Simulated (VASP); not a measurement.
Crystal: NaI.

```
I Na
1.0
     0.00000    3.23640    3.23640
     3.23640    0.00000    3.23640
     3.23640    3.23640    0.00000
I Na
1 1
Direct
  0.50000 0.50000 0.50000
  0.00000 0.00000 0.00000
```

Program: VASP 6.6.1. Alike in all runs: no spin polarisation; cell as given; cutoff (eV) 520; smearing fermi-dirac 0.05 eV.

Order these runs on this cell by their band gap on the k mesh, lowest first.
A. level LDA; potentials or basis VASP PAW LDA potentials, release 64 (I, Na_pv); k mesh 7 × 7 × 7; mesh quality not flagged
B. level PBE; potentials or basis VASP PAW PBE potentials, release 64 (I, Na_pv); k mesh 7 × 7 × 7; mesh quality not flagged
C. level PBE0; potentials or basis VASP PAW PBE potentials, release 64 (I, Na_pv); k mesh 4 × 4 × 4; grid for exact exchange (PRECFOCK) Normal; exchange at q = 0 default; mesh quality coarse

A (3.35 eV), B (3.64 eV), C (5.36 eV).

Caveats: some runs use coarse meshes; spin-orbit coupling is left out, which moves the levels of the heavy elements; an unscreened hybrid on a path of extra k points without a Coulomb cutoff has errors near the mesh points, so the bands along the path aren't reliable (some runs).
